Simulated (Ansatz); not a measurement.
Crystal: BN.

```
N B
1.0
     0.00000    1.81300    1.81300
     1.81300    0.00000    1.81300
     1.81300    1.81300    0.00000
N B
1 1
Direct
  0.25000 0.25000 0.25000
  0.00000 0.00000 0.00000
```

The cell is a database's computed one.

Base run:

```yaml
Program: Ansatz 0.2.0
Functional: PBE
Potentials_or_basis: all-electron LAPW, scalar-relativistic
Cutoff: 446 eV (chosen from the basis error)
Basis_error_allowed: 0.001 eV/atom
k_mesh: 13 × 13 × 13
Occupations: gaussian, width 0.024 eV
Spin: no spin polarisation
```

Its results: band gap on the k mesh 4.53 eV, indirect (least direct gap 8.78 eV); pressure -0.4 GPa.

Task: The run is repeated on the same cell with these changes: functional from PBE to PBEsol; occupations from gaussian, width 0.024 eV to fermi-dirac, width 0.05 eV. What comes out?

Result: Band gap on the k mesh 4.35 eV, indirect (least direct gap 8.72 eV); pressure -6.3 GPa.

Caveats: an odd mesh through Γ misses points on the zone boundary, where band edges often lie (some runs).
